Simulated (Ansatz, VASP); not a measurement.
# HfN in VASP and in Ansatz

```xyz
2
Lattice="0.0000 2.2340 2.2340 2.2340 0.0000 2.2340 2.2340 2.2340 0.0000" Properties=species:S:1:pos:R:3 pbc="T T T"
Hf    0.0000    0.0000    0.0000
N     2.2340    2.2340    2.2340
```

Alike in both runs: functional LDA; k mesh 18 × 18 × 18; occupations methfessel-paxton of order 1, width 0.1 eV; no spin polarisation.

Ansatz relaxed the structure, and its values are those at the end. VASP's run is a single point on that final structure, the one shown.

|  | VASP | Ansatz |
| --- | --- | --- |
| version | VASP 6.6.1 | Ansatz 0.2.0 |
| potentials or method | VASP PAW LDA potentials, release 64 (Hf_pv, N) | scalar-relativistic, plane waves, PAW |
| plane-wave cutoff (eV) | 520 | 420 |
| valence electrons in the cell | 15 | 31 |

Ansatz gave:

| Property | Result |
| --- | --- |
| gap on the k mesh at the Fermi level (eV) | none |
| pressure (GPa) | 0.0 |

**Question.** Estimate VASP's values.

**Answer.** gap on the k mesh at the Fermi level (eV): none; pressure (GPa): -1.2.

A gap of «none» marks a metal or a gap that the smearing closes. The two sets of potentials don't hold the same shells in valence.

Spin-orbit coupling is left out, which matters for the levels of Hf.
